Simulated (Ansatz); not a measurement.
**From the elastic tensor of PtSe$_{2}$ at 22 GPa (stress–strain coefficients) to moduli and sound speeds**

All numbers below come from DFT PBEsol, scalar-relativistic, plane waves, PAW (Ansatz). Cutoff 420 eV, 12×12×8 k-points (Γ-centred), Fermi-Dirac smearing of 0.15 eV. No spin polarisation.

Symmetry: P-3m1, No. 164, trigonal system. The conventional cell has a = 3.652 Å, b = 3.652 Å, c = 4.275 Å, α = 90.00°, β = 90.00°, γ = 120.00°. Pt (site symmetry -3m) has 6 Se at 2.45 Å as nearest neighbours. Se (site symmetry 3m) is surrounded by 3 Pt at 2.45 Å and 3 Se at 2.77 Å.

In a metal, frequencies and elastic constants depend on the k mesh and the smearing, soft modes and shear constants most. Spin–orbit coupling is left out, which matters for heavy elements. Other phases may be more stable at this pressure. A semilocal functional can close a gap that the real compound has.

Relaxed-ion constants (GPa, on the Cartesian axes of the calculation):
C11 = 339.9, C12 = 144.0, C13 = 159.7, C14 = -67.9, C22 = 339.9, C23 = 159.7, C24 = 67.9, C33 = 215.1, C44 = 136.6, C55 = 136.6, C56 = -67.9, C66 = 98.0 GPa; the others vanish.

Density 11.870 g/cm³; 3 atoms in 49.39 Å³.

The values that follow are for a polycrystal of randomly turned grains, by Hill's mean where one number stands. In a crystal this anisotropic the Voigt and Reuss bounds lie far apart, so Hill's mean and the sound speeds and Debye temperature from it are rough.

With S = C⁻¹: B_V = (C11+C22+C33+2(C12+C13+C23))/9, G_V = (C11+C22+C33−C12−C13−C23+3(C44+C55+C66))/15, 1/B_R = S11+S22+S33+2(S12+S13+S23), 15/G_R = 4(S11+S22+S33−S12−S13−S23)+3(S44+S55+S66); Hill is their mean. Then v_l = √((B+4G/3)/ρ), v_t = √(G/ρ), v_m = [(2/v_t³+1/v_l³)/3]^(−1/3) and Θ = (ħ/k_B)·v_m·(6π²n/V)^(1/3) for n atoms in the volume V; E = 9BG/(3B+G), ν = (3B−2G)/(2(3B+G)) and A^U = 5G_V/G_R + B_V/B_R − 6.

```
Bulk modulus, Voigt / Reuss / Hill          : 202.4 / 192.8 / 197.6 GPa
Shear modulus, Voigt / Reuss / Hill         : 103.0 / 65.5 / 84.3 GPa
Young's modulus                             : 221 GPa
Poisson ratio                               : 0.313
Pugh ratio B/G                              : 2.35
Universal anisotropy index                  : 2.91
Longitudinal and transverse sound speeds    : 5110 and 2664 m/s
Debye temperature from the mean sound speed : 349 K
```

Cost: 1 run of about 5.9 core-minutes, on Intel Xeon Platinum 8488C (Sapphire Rapids) (shared hosts).

At 22 GPa PtSe$_{2}$ keeps the elastic signature of a layered crystal, but no longer that of weakly coupled sheets. C33 is well below C11, since in-plane strain works directly against the covalent Pt–Se network, while compression along c is largely taken up between the layers. Yet C44 exceeds C66, whereas van der Waals layers normally slide easily. The Se–Se contacts of 2.77 Å across the gap, longer than a single bond but far shorter than a van der Waals contact, suggest that Se p overlap and short-range repulsion now resist this sliding.

The anisotropy lies mainly in shear: the bulk bounds nearly agree, while the shear bounds do not. Much of this comes from the large C14, which mixes basal-plane shear with interlayer shear and leaves one combination much softer than C44 or C66 alone implies. The tensor is positive definite, so the lattice resists any small homogeneous strain, but this does not exclude phonon instabilities at finite wavevector. Nor does the high Pugh ratio rule out basal cleavage.
